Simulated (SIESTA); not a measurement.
## Si2Ni in SIESTA: the effect of functional

Crystal: Si2Ni.

```
Ni Si
1.0
     0.00000    2.70300    2.70300
     2.70300    0.00000    2.70300
     2.70300    2.70300    0.00000
Ni Si
1 2
Direct
  0.00000 0.00000 0.00000
  0.75000 0.75000 0.75000
  0.25000 0.25000 0.25000
```

Alike in all runs:

```yaml
Program: SIESTA 5.4.2
Task: band structure
Basis: DZP (energy shift 0.003 Ry; two zetas on semicore shells)
Grid_cutoff: 800 Ry
Energy_shift: 0.003 Ry
k_mesh: 9 × 9 × 9
Occupations: fermi-dirac, width 0.05 eV
Spin: collinear spin, ferromagnetic start
Starting_moments: "[1.0, 0.0, 0.0] μB"
```

| functional | potentials or basis | pressure (GPa) |
| --- | --- | --- |
| AM05 | PseudoDojo 0.4 standard (PBEsol files) | -2.3 |
| BLYP | PseudoDojo 0.4 standard (PBE files) | ? |
| vdW-DF-cx | PseudoDojo 0.4 standard (PBE files) | 1.8 |

Question: What does the run with functional BLYP give?

Answer: Pressure 11.8 GPa.

Caveats: short orbitals over semicore shells can move pressures by several GPa; the potentials were made for another functional, which shifts forces and pressure; the basis of atomic orbitals isn't converged, which shifts pressures, moduli and gaps.
